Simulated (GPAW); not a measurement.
Set up this calculation in GPAW 26.7.0, as an ASE script.

| Item | Value |
| --- | --- |
| Task | equation of state |
| Functional | LDA |
| Potentials or basis | the program's PAW data sets (release 1.2.1) made for this functional |
| Cutoff | 800 eV |
| Basis | pw |
| k mesh | 5 × 5 × 5 |
| Occupations | fermi-dirac, width 0.05 eV |
| Spin | no spin polarisation |
| Maxiter | 150 |
| Eos scales | [0.94, 0.96, 0.98, 1.0, 1.02, 1.04, 1.06] |

Crystal: BaTiO3 (Barioperovskite).

```
CELL_PARAMETERS angstrom
3.98550 0.00000 0.00000
0.00000 2.83690 2.84515
0.00000 -2.83690 2.84515
ATOMIC_POSITIONS crystal
Ba 0.00000 0.00000 0.00000
Ti 0.50000 0.51240 0.51240
O 0.50000 0.99184 0.50524
O 0.50000 0.50524 0.99184
O 0.00000 0.48740 0.48740
```

The input as run:

run.py

```python
from ase import Atoms
from ase.eos import EquationOfState
from ase.io import Trajectory
from ase.units import GPa
from gpaw import GPAW, PW

atoms = Atoms(['Ba', 'Ti', 'O', 'O', 'O'],
              cell=[[3.9855, 0.0, 0.0],
                    [0.0, 2.8369, 2.84515],
                    [0.0, -2.8369, 2.84515]],
              scaled_positions=[[0.0, 0.0, 0.0],
                                [0.5, 0.5124, 0.5124],
                                [0.5, 0.99184, 0.50524],
                                [0.5, 0.50524, 0.99184],
                                [0.0, 0.4874, 0.4874]],
              pbc=True)

traj = Trajectory('eos.traj', 'w')
volumes, energies = [], []
for x in [0.94, 0.96, 0.98, 1.0, 1.02, 1.04, 1.06]:
    a = atoms.copy()
    a.set_cell(atoms.cell * x**(1 / 3), scale_atoms=True)
    calc = GPAW(mode=PW(800),
                xc='LDA',
                kpts={'size': (5, 5, 5), 'gamma': True},
                occupations={'name': 'fermi-dirac', 'width': 0.05},
                nbands=36,
                convergence={'density': 1e-05, 'energy': 1e-05},
                maxiter=150,
                txt=f'eos-{x:.2f}.txt')
    a.calc = calc
    energies.append(a.get_potential_energy(force_consistent=True))
    volumes.append(a.get_volume())
    p = -a.get_stress()[:3].mean() / GPa
    calc.write(f'eos-{x:.2f}.gpw')
    traj.write(a)
    print(f'{x:.2f} {volumes[-1]:10.4f} A^3 {energies[-1]:14.6f} eV {p:9.3f} GPa', flush=True)

v0, e0, B = EquationOfState(volumes, energies, eos='birchmurnaghan').fit()
print(f'V0 = {v0:.4f} A^3, E0 = {e0:.6f} eV, B0 = {B / GPa:.2f} GPa')
```

Potentials or basis: the program's PAW data sets (release 1.2.1) made for this functional, pw.

Run with:

```console
$ OMP_NUM_THREADS=1 python run.py
```

It gave:

- Equilibrium volume: 12.36 Å³/atom
- Bulk modulus at fixed shape and positions: 192 GPa
- Pressure derivative of the bulk modulus: 4.6

Caveat: the cell was scaled at fixed shape and fractional positions, which overstates the stiffness of a crystal with free parameters, most of all of layers and chains.

It took 6.3 min on 1 thread of Arm Neoverse V2, on a shared host, peak memory 0.38 GiB.
